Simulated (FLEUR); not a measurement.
## 1 ML Ni on Cu(001), 3 substrate layers: which magnetic order is lowest

A self-consistent run ends on one state, which hangs on the start. Several orders of 1 ML Ni on Cu(001), 3 substrate layers are started in FLEUR and their energies compared.

Program: FLEUR MaX-R8.1. Level of theory: PBE; all-electron FLAPW film, Dirac cores, scalar-relativistic bands. Results are calculated unless marked as measured.

Most raw output is cut from this account.

## (1) Starting point

The cell holds 4 atoms: 3 Cu and 1 Ni. Its edges and angles: a = 2.556 Å, b = 2.556 Å, c = 19.425 Å, α = 90.0°, β = 90.0°, γ = 90.0°. Vacuum lies along c.

As a file:

```xyz
4
Lattice="2.5562 0.0000 0.0000 0.0000 2.5562 0.0000 0.0000 0.0000 19.4252" Properties=species:S:1:pos:R:3
Cu    0.0000    0.0000    7.0000
Cu    1.2781    1.2781    8.8075
Cu    0.0000    0.0000   10.6150
Ni    1.2781    1.2781   12.3754
```

It is built of layers of Cu (space group 225) and Ni (space group 225).

## (2) Order 1, typed as ferro +

The parallel start is the test of whether parallel moments hold.

inpgen writes inp.xml from crystal.txt; cutoffs, mixing, functional, smearing and local orbitals are then set in the file. The k list default-1 (kpts.xml, not shown) is a Γ-centred 12×12×1 mesh; where the ranks do not divide the number of points, some are split in two of half the weight.

inp.xml reads:

```
<?xml version="1.0" encoding="UTF-8" standalone="no"?>
<fleurInput fleurInputVersion="0.39">
   <comment>
      NiCu3
   </comment>
   <calculationSetup>
      <cutoffs Kmax="3.63" Gmax="10.9" GmaxXC="10.9" numbands="0"/>
      <scfLoop itmax="140" minDistance="0.00002" maxIterBroyd="15" imix="Anderson" alpha="0.03" precondParam="0.0" spinf="2.0" sdNocoIR="T"/>
      <coreElectrons ctail="T" frcor="F" kcrel="0" coretail_lmax="0"/>
      <xcFunctional name="pbe" relativisticCorrections="F"/>
      <magnetism jspins="2"/>
      <soc l_soc="F" theta="0.0" phi="0.0" spav="F"/>
      <expertModes spex="0" secvar="F"/>
      <geometryOptimization l_f="F" forcealpha="1.0" forcemix="BFGS" epsdisp="0.00001" epsforce="0.00001"/>
      <ldaU l_linMix="F" mixParam="0.05" spinf="1.0"/>
   </calculationSetup>
   <cell>
      <bzIntegration valenceElectrons="51.0" mode="hist" fermiSmearingEnergy="0.00183747">
         <kPointListSelection listName="default-1"/>
         <xi:include xmlns:xi="http://www.w3.org/2001/XInclude" href="kpts.xml"> </xi:include>
      </bzIntegration>
      <xi:include xmlns:xi="http://www.w3.org/2001/XInclude" href="sym.xml"> </xi:include>
      <filmLattice scale="1.0" dVac="15.48" dTilda="17.98">
         <bravaisMatrixFilm>
            <row-1>    4.8305009121673983     0.0000000000000000</row-1>
            <row-2>    0.0000000000000000     4.8305009121673983</row-2>
         </bravaisMatrixFilm>
         <vacuumEnergyParameters vacuum="1" spinUp="-.25" spinDown="-.25"/>
         <vacuumEnergyParameters vacuum="2" spinUp="-.25" spinDown="-.25"/>
      </filmLattice>
   </cell>
   <atomSpecies>
      <species name="Copper (Cu)" element="Cu" atomicNumber="29">
         <mtSphere radius="2.26" gridPoints="747" logIncrement="0.016"/>
         <atomicCutoffs lmax="8" lnonsphr="6"/>
         <electronConfig flipSpins="F">
            <coreConfig>(1s1/2) (2s1/2) (2p1/2) (2p3/2) (3s1/2) (3p1/2) (3p3/2)</coreConfig>
            <valenceConfig>(4s1/2) (3d3/2) (3d5/2)</valenceConfig>
            <stateOccupation state="(4s1/2)" spinUp="0.500000" spinDown="0.500000"/>
         </electronConfig>
         <energyParameters s="4" p="4" d="3" f="4"/>
      </species>
      <species name="Nickel (Ni1.001" element="Ni" atomicNumber="28">
         <mtSphere radius="2.26" gridPoints="747" logIncrement="0.016"/>
         <atomicCutoffs lmax="8" lnonsphr="6"/>
         <electronConfig flipSpins="F">
            <coreConfig>(1s1/2) (2s1/2) (2p1/2) (2p3/2)</coreConfig>
            <valenceConfig>(3s1/2) (3p1/2) (3p3/2) (4s1/2) (3d3/2) (3d5/2)</valenceConfig>
            <stateOccupation state="(3d3/2)" spinUp="1.6" spinDown="1.6"/>
            <stateOccupation state="(3d5/2)" spinUp="2.9005" spinDown="1.8995"/>
         </electronConfig>
         <energyParameters s="4" p="4" d="3" f="4"/>
         <lo type="SCLO" l="0" n="3" eDeriv="0"/>
         <lo type="SCLO" l="1" n="3" eDeriv="0"/>
      </species>
   </atomSpecies>
   <atomGroups>
      <atomGroup species="Copper (Cu)">
         <filmPos label="                   1">.0000000000 .0000000000 -5.0789960999</filmPos>
         <force calculate="T" relaxXYZ="TTT"/>
      </atomGroup>
      <atomGroup species="Copper (Cu)">
         <filmPos label="                   2">1.000/2.000 1.000/2.000 -1.6633261633</filmPos>
         <force calculate="T" relaxXYZ="TTT"/>
      </atomGroup>
      <atomGroup species="Copper (Cu)">
         <filmPos label="                   3">.0000000000 .0000000000 1.7523437733</filmPos>
         <force calculate="T" relaxXYZ="TTT"/>
      </atomGroup>
      <atomGroup species="Nickel (Ni1.001">
         <filmPos label="                   4">1.000/2.000 1.000/2.000 5.0789960999</filmPos>
         <force calculate="T" relaxXYZ="TTT"/>
      </atomGroup>
   </atomGroups>
   <output dos="F" band="F" slice="F">
      <bandDOS minEnergy="-.5*Htr" maxEnergy="0.5*Htr" sigma="0.015" storeEVData="T"/>
      <plotting iplot="0" polar="F">
         <plot TwoD="T" vec1="  1.0  0.0  0.0" vec2="  0.0  1.0  0.0" vec3="  0.0  0.0  1.0" zero="  0.0  0.0 -0.5" file="plot"/>
      </plotting>
      <moessbauerParams electricFieldGradient="F" isomerShift="F" coreHyperfine="F" valenceHyperfine="F"/>
   </output>
</fleurInput>
```

crystal.txt reads:

```
NiCu3
&input film=T cartesian=F /
2.55619100000  0.00000000000  0.00000000000
0.00000000000  2.55619100000  0.00000000000
0.00000000000  0.00000000000  1.00000000000
1.8897261246
1.0 1.0 1.0

4
29 0.00000000000  0.00000000000  -5.07899609986
29 0.50000000000  0.50000000000  -1.66332616328
29 0.00000000000  0.00000000000  1.75234377331
28 0.50000000000  0.50000000000  5.07899609986 : 1.001

&kpt div1=12 div2=12 div3=1 gamma=T /
```

Run with:

```sh
OMP_NUM_THREADS=1 inpgen -f crystal.txt > inpgen.log  # inp.xml is then edited as shown
OMP_NUM_THREADS=1 mpirun -n 4 fleur_MPI > fleur.log
```

Run time: 2 min. Hardware: 4 MPI ranks of Arm Neoverse V2, shared host; peak memory 0.34 GiB; 8.1 min of CPU time.

Spin moment in the muffin-tin sphere by atom:

```tsv
atom	spin moment in the muffin-tin sphere (μB)
Cu1	-0.003
Cu2	-0.006
Cu3	0.004
Ni4	0.497
```

This step gave:

```yaml
free_energy: -176489.7735 eV
program_s_band_gap_on_this_mesh_in_a_metal_only_a_level_spacing: 0.01709 eV
magnetization: 0.4562 μB
final_state: ferromagnetic
```

After 64 cycles the largest moment stands at 0.497 μB.

## (3) Start 2: antiferro q=(1/2,1/2,0) +-

An opposed order shows whether neighbours prefer unlike signs.

This order needs a doubled cell of 8 atoms. The mesh is halved along the doubled vector, so that both cells sample the same points. The k list default-1 (kpts.xml, not shown) is a Γ-centred 12×6×1 mesh.

Edit inp.xml of step 2 so:

```diff
@@ -17,3 +17,3 @@
    <cell>
-      <bzIntegration valenceElectrons="51.0" mode="hist" fermiSmearingEnergy="0.00183747">
+      <bzIntegration valenceElectrons="102.0" mode="hist" fermiSmearingEnergy="0.00183747">
          <kPointListSelection listName="default-1"/>
@@ -24,4 +24,4 @@
          <bravaisMatrixFilm>
-            <row-1>    4.8305009121673983     0.0000000000000000</row-1>
-            <row-2>    0.0000000000000000     4.8305009121673983</row-2>
+            <row-1>    4.8305009121673983     4.8305009121673983</row-1>
+            <row-2>    0.0000000000000000     9.6610018243347966</row-2>
          </bravaisMatrixFilm>
@@ -55,2 +55,15 @@
       </species>
+      <species name="Nickel (Ni-1.001" element="Ni" atomicNumber="28">
+         <mtSphere radius="2.26" gridPoints="747" logIncrement="0.016"/>
+         <atomicCutoffs lmax="8" lnonsphr="6"/>
+         <electronConfig flipSpins="F">
+            <coreConfig>(1s1/2) (2s1/2) (2p1/2) (2p3/2)</coreConfig>
+            <valenceConfig>(3s1/2) (3p1/2) (3p3/2) (4s1/2) (3d3/2) (3d5/2)</valenceConfig>
+            <stateOccupation state="(3d3/2)" spinUp="1.6" spinDown="1.6"/>
+            <stateOccupation state="(3d5/2)" spinUp="1.8995" spinDown="2.9005"/>
+         </electronConfig>
+         <energyParameters s="4" p="4" d="3" f="4"/>
+         <lo type="SCLO" l="0" n="3" eDeriv="0"/>
+         <lo type="SCLO" l="1" n="3" eDeriv="0"/>
+      </species>
    </atomSpecies>
@@ -59,2 +72,3 @@
          <filmPos label="                   1">.0000000000 .0000000000 -5.0789960999</filmPos>
+         <filmPos label="                   2">.0000000000 1.000/2.000 -5.0789960999</filmPos>
          <force calculate="T" relaxXYZ="TTT"/>
@@ -62,3 +76,3 @@
       <atomGroup species="Copper (Cu)">
-         <filmPos label="                   2">1.000/2.000 1.000/2.000 -1.6633261633</filmPos>
+         <filmPos label="                   3">1.000/2.000 .0000000000 -1.6633261633</filmPos>
          <force calculate="T" relaxXYZ="TTT"/>
@@ -66,3 +80,8 @@
       <atomGroup species="Copper (Cu)">
-         <filmPos label="                   3">.0000000000 .0000000000 1.7523437733</filmPos>
+         <filmPos label="                   4">1.000/2.000 1.000/2.000 -1.6633261633</filmPos>
+         <force calculate="T" relaxXYZ="TTT"/>
+      </atomGroup>
+      <atomGroup species="Copper (Cu)">
+         <filmPos label="                   5">.0000000000 .0000000000 1.7523437733</filmPos>
+         <filmPos label="                   6">.0000000000 1.000/2.000 1.7523437733</filmPos>
          <force calculate="T" relaxXYZ="TTT"/>
@@ -70,3 +89,7 @@
       <atomGroup species="Nickel (Ni1.001">
-         <filmPos label="                   4">1.000/2.000 1.000/2.000 5.0789960999</filmPos>
+         <filmPos label="                   7">1.000/2.000 .0000000000 5.0789960999</filmPos>
+         <force calculate="T" relaxXYZ="TTT"/>
+      </atomGroup>
+      <atomGroup species="Nickel (Ni-1.001">
+         <filmPos label="                   8">1.000/2.000 1.000/2.000 5.0789960999</filmPos>
          <force calculate="T" relaxXYZ="TTT"/>
```

crystal.txt reads:

```
NiCu3
&input film=T cartesian=F /
2.55619100000  2.55619100000  0.00000000000
0.00000000000  5.11238200000  0.00000000000
0.00000000000  0.00000000000  1.00000000000
1.8897261246
1.0 1.0 1.0

8
29 0.00000000000  0.00000000000  -5.07899609986
29 0.00000000000  0.50000000000  -5.07899609986
29 0.50000000000  0.00000000000  -1.66332616328
29 0.50000000000  0.50000000000  -1.66332616328
29 0.00000000000  0.00000000000  1.75234377331
29 0.00000000000  0.50000000000  1.75234377331
28 0.50000000000  0.00000000000  5.07899609986 : 1.001
28 0.50000000000  0.50000000000  5.07899609986 : -1.001

&kpt div1=12 div2=6 div3=1 gamma=T /
```

Wall time 16 min (4 MPI ranks); peak memory 0.66 GiB.

The spin moment in the muffin-tin sphere vanishes on all atoms.

This step gave:

```
free energy                                                       : -352979.5234 eV
program's band gap on this mesh (in a metal only a level spacing) : 0.004706 eV
final state                                                       : non-magnetic
```

It lies 11.8 meV a seeded atom over the first start.

## (4) Start 3: no spin polarisation

A spinless run gives the zero against which the gain from the moments is read.

The k list default-1 (kpts.xml, not shown) is a Γ-centred 12×12×1 mesh.

inp.xml reads:

```
<?xml version="1.0" encoding="UTF-8" standalone="no"?>
<fleurInput fleurInputVersion="0.39">
   <comment>
      NiCu3
   </comment>
   <calculationSetup>
      <cutoffs Kmax="3.63" Gmax="10.9" GmaxXC="10.9" numbands="0"/>
      <scfLoop itmax="140" minDistance="0.00002" maxIterBroyd="15" imix="Anderson" alpha="0.03" precondParam="0.0" spinf="2.0" sdNocoIR="T"/>
      <coreElectrons ctail="T" frcor="F" kcrel="0" coretail_lmax="0"/>
      <xcFunctional name="pbe" relativisticCorrections="F"/>
      <magnetism jspins="1"/>
      <soc l_soc="F" theta="0.0" phi="0.0" spav="F"/>
      <expertModes spex="0" secvar="F"/>
      <geometryOptimization l_f="F" forcealpha="1.0" forcemix="BFGS" epsdisp="0.00001" epsforce="0.00001"/>
      <ldaU l_linMix="F" mixParam="0.05" spinf="1.0"/>
   </calculationSetup>
   <cell>
      <bzIntegration valenceElectrons="51.0" mode="hist" fermiSmearingEnergy="0.00183747">
         <kPointListSelection listName="default-1"/>
         <xi:include xmlns:xi="http://www.w3.org/2001/XInclude" href="kpts.xml"> </xi:include>
      </bzIntegration>
      <xi:include xmlns:xi="http://www.w3.org/2001/XInclude" href="sym.xml"> </xi:include>
      <filmLattice scale="1.0" dVac="15.48" dTilda="17.98">
         <bravaisMatrixFilm>
            <row-1>    4.8305009121673983     0.0000000000000000</row-1>
            <row-2>    0.0000000000000000     4.8305009121673983</row-2>
         </bravaisMatrixFilm>
         <vacuumEnergyParameters vacuum="1" spinUp="-.25" spinDown="-.25"/>
         <vacuumEnergyParameters vacuum="2" spinUp="-.25" spinDown="-.25"/>
      </filmLattice>
   </cell>
   <atomSpecies>
      <species name="Copper (Cu)" element="Cu" atomicNumber="29">
         <mtSphere radius="2.26" gridPoints="747" logIncrement="0.016"/>
         <atomicCutoffs lmax="8" lnonsphr="6"/>
         <electronConfig flipSpins="F">
            <coreConfig>(1s1/2) (2s1/2) (2p1/2) (2p3/2) (3s1/2) (3p1/2) (3p3/2)</coreConfig>
            <valenceConfig>(4s1/2) (3d3/2) (3d5/2)</valenceConfig>
            <stateOccupation state="(4s1/2)" spinUp="0.500000" spinDown="0.500000"/>
         </electronConfig>
         <energyParameters s="4" p="4" d="3" f="4"/>
      </species>
      <species name="Nickel (Ni)" element="Ni" atomicNumber="28">
         <mtSphere radius="2.26" gridPoints="747" logIncrement="0.016"/>
         <atomicCutoffs lmax="8" lnonsphr="6"/>
         <electronConfig flipSpins="F">
            <coreConfig>(1s1/2) (2s1/2) (2p1/2) (2p3/2)</coreConfig>
            <valenceConfig>(3s1/2) (3p1/2) (3p3/2) (4s1/2) (3d3/2) (3d5/2)</valenceConfig>
            <stateOccupation state="(3d3/2)" spinUp="1.600000" spinDown="1.600000"/>
            <stateOccupation state="(3d5/2)" spinUp="2.400000" spinDown="2.400000"/>
         </electronConfig>
         <energyParameters s="4" p="4" d="3" f="4"/>
         <lo type="SCLO" l="0" n="3" eDeriv="0"/>
         <lo type="SCLO" l="1" n="3" eDeriv="0"/>
      </species>
   </atomSpecies>
   <atomGroups>
      <atomGroup species="Copper (Cu)">
         <filmPos label="                   1">.0000000000 .0000000000 -5.0789960999</filmPos>
         <force calculate="T" relaxXYZ="TTT"/>
      </atomGroup>
      <atomGroup species="Copper (Cu)">
         <filmPos label="                   2">1.000/2.000 1.000/2.000 -1.6633261633</filmPos>
         <force calculate="T" relaxXYZ="TTT"/>
      </atomGroup>
      <atomGroup species="Copper (Cu)">
         <filmPos label="                   3">.0000000000 .0000000000 1.7523437733</filmPos>
         <force calculate="T" relaxXYZ="TTT"/>
      </atomGroup>
      <atomGroup species="Nickel (Ni)">
         <filmPos label="                   4">1.000/2.000 1.000/2.000 5.0789960999</filmPos>
         <force calculate="T" relaxXYZ="TTT"/>
      </atomGroup>
   </atomGroups>
   <output dos="F" band="F" slice="F">
      <bandDOS minEnergy="-.5*Htr" maxEnergy="0.5*Htr" sigma="0.015" storeEVData="T"/>
      <plotting iplot="0" polar="F">
         <plot TwoD="T" vec1="  1.0  0.0  0.0" vec2="  0.0  1.0  0.0" vec3="  0.0  0.0  1.0" zero="  0.0  0.0 -0.5" file="plot"/>
      </plotting>
      <moessbauerParams electricFieldGradient="F" isomerShift="F" coreHyperfine="F" valenceHyperfine="F"/>
   </output>
</fleurInput>
```

crystal.txt reads:

```
NiCu3
&input film=T cartesian=F /
2.55619100000  0.00000000000  0.00000000000
0.00000000000  2.55619100000  0.00000000000
0.00000000000  0.00000000000  1.00000000000
1.8897261246
1.0 1.0 1.0

4
29 0.00000000000  0.00000000000  -5.07899609986
29 0.50000000000  0.50000000000  -1.66332616328
29 0.00000000000  0.00000000000  1.75234377331
28 0.50000000000  0.50000000000  5.07899609986

&kpt div1=12 div2=12 div3=1 gamma=T /
```

The job ended after 43 s (4 MPI ranks; peak memory 0.27 GiB; 2.9 min of CPU time).

Numbers from this step:

| Item | Value |
| --- | --- |
| free energy | -176489.7618 eV |
| program's band gap on this mesh (in a metal only a level spacing) | 0.004691 eV |
| final state | non-magnetic (no spin polarisation) |

It lies 11.7 meV a seeded atom over the first start.

## (5) The states side by side

Free energies are divided by the number of seeded atoms, so that cells of unlike size compare. Wavevectors q in the names are fractions of the primitive cell's reciprocal vectors.

Orders:

```tsv
start	final state	typed order kept	energy over the lowest (meV a seeded atom)	largest sphere moment (μB)	net moment (μB a primitive cell)	mesh matched	CPU time (s)
ferro +	ferromagnetic	yes	0	0.4971	0.4562	yes	484.6
antiferro q=(1/2,1/2,0) +-	non-magnetic	no	11.76	0	0	yes	3787
no spin polarisation	non-magnetic	-	11.7	0	0	yes	173.4
```

## (6) Spin–orbit coupling, moments along z

Spin–orbit coupling ties the spins to the lattice and lets orbital moments form.

A new self-consistent run of the start ferro +, with the moments along z.

Edit inp.xml of step 2 so:

```diff
@@ -6,3 +6,3 @@
    <calculationSetup>
-      <cutoffs Kmax="3.63" Gmax="10.9" GmaxXC="10.9" numbands="0"/>
+      <cutoffs Kmax="3.63" Gmax="10.9" GmaxXC="10.9" numbands="131"/>
       <scfLoop itmax="140" minDistance="0.00002" maxIterBroyd="15" imix="Anderson" alpha="0.03" precondParam="0.0" spinf="2.0" sdNocoIR="T"/>
@@ -11,3 +11,3 @@
       <magnetism jspins="2"/>
-      <soc l_soc="F" theta="0.0" phi="0.0" spav="F"/>
+      <soc l_soc="T" theta="0.0" phi="0.0" spav="F"/>
       <expertModes spex="0" secvar="F"/>
```

Edit crystal.txt of step 2 so:

```diff
@@ -14,2 +14,3 @@
 
+&soc 0.0000000 0.0000000 /
 &kpt div1=12 div2=12 div3=1 gamma=T /
```

Elapsed: 6.2 min, on 4 MPI ranks; peak memory 0.49 GiB.

Spin moment in the muffin-tin sphere by atom:

```tsv
atom	spin moment in the muffin-tin sphere (μB)
Cu1	-0.003
Cu2	-0.006
Cu3	0.004
Ni4	0.483
```

Read from the output:

```
free energy                                                       : -176489.8146 eV
program's band gap on this mesh (in a metal only a level spacing) : 0 eV
magnetization                                                     : 0.444 μB
final state                                                       : ferromagnetic
orbital moment along the spin                                     : 0.06304 μB
```

Orbital moment in the sphere, along the spin axis by atom:

```tsv
atom	orbital moment in the sphere, along the spin axis (μB)
Cu1	-0.0001
Cu2	-0.0003
Cu3	0.0013
Ni4	0.0630
```

## (7) What came out

- lowest state found: ferromagnetic (typed ferro +)
- largest site spin moment: 0.497 μB
- next finished state: non-magnetic, 11.7 meV a seeded atom higher
- energy gained by spin polarisation: 11.7 meV a seeded atom
- orbital moment on the atom of largest spin, along its spin (spin–orbit run): 0.0630 μB

In words: The lowest state found is ferromagnetic, reached from the start ferro +, with moments up to 0.497 μB. Spin polarisation gains little, as in a weak itinerant magnet. 1 start left the typed pattern (a sign turned, or a seeded moment died or shrank under 0.15 μB), so such an energy belongs to the state reached, not the one typed. The orbital moment is parallel to the spin, as Hund's third rule has it for a shell over half filled. This is the lowest of 3 finished starts, no proof of the ground state. A substrate of 3 unrelaxed layers is a model; thickness and relaxation can move these numbers.

[Logs and program files are shortened in this print: banners, set-up blocks, solver, clock and traceback lines can be left out without a mark of their own.]

[Logs are printed without paths, hosts, clocks, repeated set-up lines and the standing remarks that a program may print on its own settings, such as how far it seeks lower states.]

[Hosts, paths, dates, database ids (printed as entryN), source tags and the programs' standing remarks are cut or masked in the printed files.]

[Where a cell is said to come from a database of computed structures, the database is the Materials Project.]
